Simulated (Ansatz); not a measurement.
## SiO2: the gap under strain

SiO2, P4_32_12, a = 4.982 Å, c = 6.921 Å. This isn't the usual stable structure of the compound. Ansatz: r2SCAN, PAW, 500 eV, Γ-centred 6×6×4 mesh on 12 atoms, Gaussian smearing 0.02 eV; no spin polarisation. Series: biaxial strain in the a-b plane, c and atoms relaxed; x is the strain in per cent. The gap is sought over the whole zone.

```tsv
x (%)	gap y (eV)
-3.0	?
-1.5	6.433
0.0	6.345
1.5	6.255
3.0	6.165
```

**Question.** Fit y = E0 + c1 x + c2 x² to the other rows, give the deformation potential for this strain, and predict the missing gap.

**Answer.** Least squares on the rows shown. y = 6.3447 − 0.059267 x − 0.00022222 x². The deformation potential is 100 c1 = -5.93 eV per unit strain. At x = -3.0 the fit asked for gives 6.521 eV. The run gave 6.515 eV, so the fit is 0.006 eV too high, a small miss on the scale of the series. The form still works here, 33 % of the fitted range beyond its end.

Semilocal functionals give gaps under the measured ones; changes of the gap mostly carry over better.